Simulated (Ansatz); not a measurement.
Set up this calculation in Ansatz 0.2.0, as the native input.

```
Task                : phonons
Functional          : PBEsol
Potentials or basis : Ansatz PAW
Cutoff              : 420 eV (not typed: the program's choice for these potentials)
k mesh              : 7 × 7 × 4
Occupations         : fermi-dirac, width 0.05 eV
Spin                : no spin polarisation
```

Crystal: In.

```
CELL_PARAMETERS angstrom
3.33548 0.00000 0.00000
-1.66774 2.88861 0.00000
0.00000 0.00000 5.50914
ATOMIC_POSITIONS crystal
In 0.66667 0.33333 0.75000
In 0.33333 0.66667 0.25000
```

This isn't the form of In at room conditions, which is tetragonal.

These files were run (other wordings do the same):

input.yaml

```yaml
crystal:
  lattice:
    - [3.335484782, 0.0, 0.0]
    - [-1.667742391, 2.8886145552, 0.0]
    - [0.0, 0.0, 5.50914292]
  atoms:
    - { symbol: In, position: [0.6666666667, 0.3333333333, 0.75] }
    - { symbol: In, position: [0.3333333333, 0.6666666667, 0.25] }
hamiltonian:
  xc: pbesol
  pseudopotentials: { kind: paw }
kpoints:
  mp_grid: { grid: [7, 7, 4] }
scf:
  occupations: { method: fermi_dirac, width: 0.05 }
phonons:
  method: dfpt
```

Potentials or basis: Ansatz PAW.

The run is started by

```sh
$ ansatz run input.yaml --threads 2 --pin off --max-ram 5632MiB --backend cpu --events-out ev --progress --plain --runs-dir out
```

Results of the run:

```json
{"Band gap on the k mesh": "none (metal or under the smearing width)", "Highest phonon frequency at Γ": "110 cm⁻¹"}
```

It took 15 s on 2 threads of Intel(R) Xeon(R) Processor @ 2.50GHz (Skylake/Cascade Lake), with other jobs on the host, peak memory 0.49 GiB.
